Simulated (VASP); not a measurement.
A run of VASP 6.6.1:

Contents of INCAR:

```
SYSTEM = Si
  PREC = Accurate
  ENCUT = 600
  EDIFF = 1E-6
  ISMEAR = 1
  SIGMA = 0.1
  LREAL = .False.
  LASPH = .True.
  NELM = 80
  ALGO = Normal
  ISIF = 3
  LWAVE = .False.
  LCHARG = .False.
  METAGGA = R2SCAN
  LMIXTAU = .True.
  IBRION = 2
  NSW = 90
  EDIFFG = -0.01
  PSTRESS = 158.0
```

File KPOINTS:

```
regular mesh
0
Gamma
  16 16 16
  0 0 0
```

POSCAR

```
Si
1.0
   -2.2510000000      2.3685000000      1.2750000000
    2.2510000000     -2.3685000000      1.2750000000
    2.2510000000      2.3685000000     -1.2750000000
Si
2
Direct
    0.8070000000      0.0570000000      0.7500000000
    0.1930000000      0.9430000000      0.2500000000
```

Potentials or basis: VASP PAW PBE potentials, release 64 (Si).

Command:

```console
$ cat potpaw_PBE.64/Si/POTCAR > POTCAR
$ mpirun -np 1 vasp_std > vasp.out
```

Hardware: 1 thread of Intel(R) Xeon(R) 6975P-C (Granite Rapids), with other jobs on the host.

Task: How long does it take, and how much memory?

Result: It took 84 min on 1 thread of Intel(R) Xeon(R) 6975P-C (Granite Rapids), with other jobs on the host, peak memory 0.28 GiB. Counts: scf iterations 193, k points 621, ion steps 38.
